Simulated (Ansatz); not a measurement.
Runs of Ansatz 0.2.0 on MgS. The structure is cubic, space group F-43m (No. 216). Conventional cell: a = 5.666 Å, b = 5.666 Å, c = 5.666 Å, α = 90.00°, β = 90.00°, γ = 90.00°. S (site symmetry -43m) is surrounded by 4 Mg at 2.45 Å. Mg (site symmetry -43m) has 4 S at 2.45 Å as nearest neighbours. The cell comes from a database or a generator and needn't be the stable form of this composition.

```csv
task,potentials or basis,k mesh,cutoff (eV),smearing,basis error allowed,gap on the mesh (eV),pressure (GPa)
dielectric tensor,all-electron PAW datasets made for the crystal,8 × 8 × 8,220,fixed,-,3.28,-
elastic constants,"all-electron LAPW, scalar-relativistic",6 × 6 × 6,222,fermi-dirac 0.05 eV,0.001 eV/atom,3.28,(a)
single point,"all-electron LAPW, scalar-relativistic",5 × 5 × 5,208,fermi-dirac 0.03 eV,0.001 eV/atom,3.28,-0.4
phonons,"all-electron LAPW, scalar-relativistic",8 × 8 × 8,222,fermi-dirac 0.05 eV,0.001 eV/atom,3.28,-
```

Alike in all rows: level PBEsol; no spin polarisation; cell as given.

Task: Estimate the missing entries.

Result: (a) -0.5.

A k mesh can miss the band edges.

The runs don't all hold the same shells in valence.
